# GaAs: one crystal, eleven band gaps

Gallium arsenide is computed here with eleven density functionals, the approximate recipes for exchange and correlation among the electrons. The atoms stay in the same places throughout. In the table, "gap on path" is the distance from the highest filled to the lowest empty level along lines through the Brillouin zone. "Direct gap on path" is the smallest such distance at a single wave vector.

GaAs (zincblende, a = 5.654 Å, cell and atoms fixed) in GPAW 26.7.0: Kohn-Sham DFT with PAW and plane waves up to 600 eV, an 8 × 8 × 8 k mesh and Fermi-Dirac smearing of 0.05 eV. The gaps are taken along a path through special points of the Brillouin zone and include spin-orbit coupling, added after the self-consistent calculation.

```
functional                                           potentials  gap on path (eV)  direct gap on path (eV)
    revPBE                 GPAW-PAW-data-sets-(gpaw-data-1.2.1)             0.559                    0.559
      BLYP  PAW-data-sets-made-by gpaw-setup-for-the-functional             0.311                    0.311
    r2SCAN                 GPAW-PAW-data-sets-(gpaw-data-1.2.1)             0.959                    0.959
      AM05  PAW-data-sets-made-by gpaw-setup-for-the-functional             0.454                    0.454
       MS2                 GPAW-PAW-data-sets-(gpaw-data-1.2.1)             0.871                    0.871
      OLYP  PAW-data-sets-made-by gpaw-setup-for-the-functional             0.749                    0.749
     mBEEF                 GPAW-PAW-data-sets-(gpaw-data-1.2.1)             0.884                    0.884
    r4SCAN                 GPAW-PAW-data-sets-(gpaw-data-1.2.1)             0.779                    0.779
     rSCAN                 GPAW-PAW-data-sets-(gpaw-data-1.2.1)             0.921                    0.921
   revTPSS                 GPAW-PAW-data-sets-(gpaw-data-1.2.1)             0.645                    0.645
    vdW-DF                 GPAW-PAW-data-sets-(gpaw-data-1.2.1)             0.520                    0.520
```

## 1. Which functional gives the largest gap, and does the choice matter?

r2SCAN gives the largest gap, 0.959 eV, and BLYP the smallest, 0.311 eV. The choice of functional thus changes the answer threefold, though not an atom has moved.

All eleven values are too small. The measured gap at low temperature is roughly 1.5 eV (a recalled value), so even the largest entry falls short by about 0.5 eV. Such a shortfall is well known for functionals of this kind, whose orbital energies are not built to give the energy of adding or removing an electron.

## 2. Which two levels does the gap separate?

The two gap columns agree in every row, so the gap is direct: an electron can cross it without a change of wave vector. In GaAs this happens at the centre of the zone. The top of the valence band there is made of p orbitals, mostly of arsenic, and is threefold. The bottom of the conduction band is a single level, an antibonding mixture of s orbitals of both atoms.

The difference in shape may matter. An s orbital has density at the nucleus and in the steep region around it, where a p orbital is thin. Functionals differ strongly where the density varies steeply, so one may guess that they disagree more about the s-like edge than about p-like levels.

One pair of rows lets us look at this directly. From rSCAN to r2SCAN, before spin-orbit coupling is added, the s-like edge moves away from the valence top by 0.038 eV. The next conduction level at the zone centre, threefold and p-like, moves away by only 0.007 eV. So far this fits the guess. But the lowest valence level at the zone centre is s-like too, and it hardly moves against the valence top. Being s-like is therefore not enough to explain the shift, and this is only a single pair of closely related functionals.

## 3. What would change if spin-orbit coupling were switched off?

Every gap would grow by nearly the same amount, and the order of the rows would stay as it is. The size of the change can be worked out by hand.

With spin, the threefold p-like top holds six states. Spin-orbit coupling splits them into four upper and two lower states, a distance Δ apart, and leaves their average energy where it was. If the four rise by x, the two must fall by 2x, so Δ = 3x and the valence top rises by x = Δ/3. The s-like conduction edge has no orbital angular momentum and stays put, so the gap shrinks by Δ/3.

For GaAs, Δ is roughly 0.34 eV, again a recalled value. The gap should therefore shrink by 0.34/3 ≈ 0.11 eV. The same calculations, compared with and without the coupling, give 0.114 to 0.121 eV. The estimate took nothing from the table and comes out right to within about 0.01 eV.

The small excess points the same way as a warning attached to all these runs, that their spin-orbit splittings come out too wide. Since only a third of any such error reaches the gap, it does little harm here. Spin-orbit coupling lowers the whole column; the spread must come from elsewhere.

## 4. What would change if antimony or phosphorus replaced arsenic?

The p-like valence top would still rise by a third of Δ. With antimony the conduction edge is again s-like, so the rule carries over as long as the functional leaves a gap open. Gallium phosphide is known to have an indirect gap, with its conduction edge near the zone boundary. That edge is a single level too, so the rule is expected to serve there as well. What changes is Δ. It depends mainly on the anion and grows as its nucleus gets heavier, because the valence top is built largely from the anion's p orbitals. With antimony the coupling would therefore take a larger piece out of the gap, and with phosphorus a smaller one.

The gap before coupling would change as well, through the new bond length and the new atomic levels. The table has no row that would tell by how much.

## 5. Does a more elaborate functional give a larger gap?

Mostly, but not reliably. Functionals are often ranked by what they use. A GGA (revPBE, BLYP, AM05, OLYP) uses the density and its gradient. A meta-GGA (revTPSS, MS2, mBEEF and the three of the SCAN family) also uses the kinetic-energy density of the orbitals. vdW-DF stands apart: it has GGA exchange and a correlation part that links distant points.

Theory gives a reason for larger gaps among the meta-GGAs. In a GGA all electrons feel one and the same local potential. The kinetic-energy density adds a term that acts on the slope of each orbital, so that different orbitals feel it differently. Such an operator can take up part of the jump in potential that a gap should contain and that a purely local potential leaves out.

The simplest test is to give each group one number, its average gap. The six meta-GGAs average 0.84 eV and the other five rows 0.52 eV. If each row in turn is left out of its average and then predicted, the typical error is 0.15 eV, about half the step between the groups. The group is thus a useful first guess and no more.

The worst failure is OLYP. Its gap of 0.749 eV is that of a GGA, yet it beats the meta-GGA revTPSS by 0.10 eV and comes close to r4SCAN. The kind of ingredient therefore doesn't settle the gap; it also matters how the functional uses it.

## 6. Is it exchange or correlation that moves the gap?

Two pairs of rows help to separate them. BLYP and OLYP share their correlation part and differ in exchange; their gaps lie 0.438 eV apart. revPBE and vdW-DF share their exchange part and differ in correlation; their gaps lie only 0.039 eV apart. In these pairs, changing exchange matters about ten times as much. The factor is a rough one, because BLYP and OLYP also differ in their atomic data sets, which are made for each functional.

This is plausible, since exchange is much the larger of the two energies in ordinary matter. OLYP and BLYP both use only the density and its gradient, but they weigh the gradient differently, and where the gradient vanishes OLYP's exchange is set slightly stronger than that of a uniform electron gas. Which of the two band edges this moves more can't be read from the table, which gives only the gap.

The first pair also shows how a GGA can overtake a meta-GGA: a different exchange part can shift the gap by more than the average step between the two groups.

## 7. Which digits can be trusted?

It depends on what they are asked to tell. The gap along the path and the gap on the regular mesh of wave vectors agree within 0.001 eV, so a given row repeats to about one unit in the third decimal. But both sets of wave vectors contain the zone centre, where the gap lies. Their agreement therefore tests neither the plane-wave cutoff nor the density of the mesh.

Comparing rows is a harsher test, because more than the functional changes. The column "potentials" shows that BLYP, AM05 and OLYP have atomic data sets made for them, while the others use a standard library. The meta-GGAs run on cores made for a different functional, and their spin-orbit term leaves out the exchange-correlation potential. In every row, moreover, only eight electrons per cell are free to respond, three from gallium and five from arsenic. The filled 3d shell of gallium is frozen into the core, which is expected to affect both the gap and the pressure somewhat. The size of these core effects isn't known here.

A careful reader will therefore not rank mBEEF above MS2, which differ by 0.013 eV. The 0.18 eV between r2SCAN and r4SCAN is another matter: both belong to one family and use the same library. Tenths of an electronvolt deserve an explanation, hundredths rarely do.

## 8. Would the order survive if each functional chose its own lattice?

Probably not. All rows use one given cell, but the functionals don't agree that it has the right size. The calculated pressure tells how strongly each would like to expand: 5.4 GPa for OLYP, but only 1.9 GPa for revTPSS. Left free, the OLYP crystal would swell much more.

Swelling narrows the gap. The conduction edge is antibonding, so, measured from the valence top, it rises when the atoms are pushed together and sinks when they move apart. For GaAs the gap changes by roughly 0.1 eV per GPa, a recalled figure that is assumed here to hold for every functional.

How large must this coefficient be to put OLYP below revTPSS? OLYP leads by 0.104 eV and has about 3.5 GPa more pressure to release. The order turns once the coefficient exceeds 0.104/3.5 ≈ 0.03 eV per GPa. The recalled value is about three times that, so the most striking exception of question 5 would probably vanish if each functional chose its own cell. At the shared cell it remains a real difference between the functionals, which relaxation would then outweigh.

The same estimate puts every meta-GGA above every GGA. It should not be pushed to actual gaps: for BLYP, and narrowly for revPBE, the loss would exceed the gap itself, which suggests that the gap may close and that a straight line no longer suffices. For vdW-DF no pressure is available, so its place cannot be estimated at all. Whether the two groups really separate when each functional has its own lattice is the question that this table leaves open, and only relaxed cells can answer it.
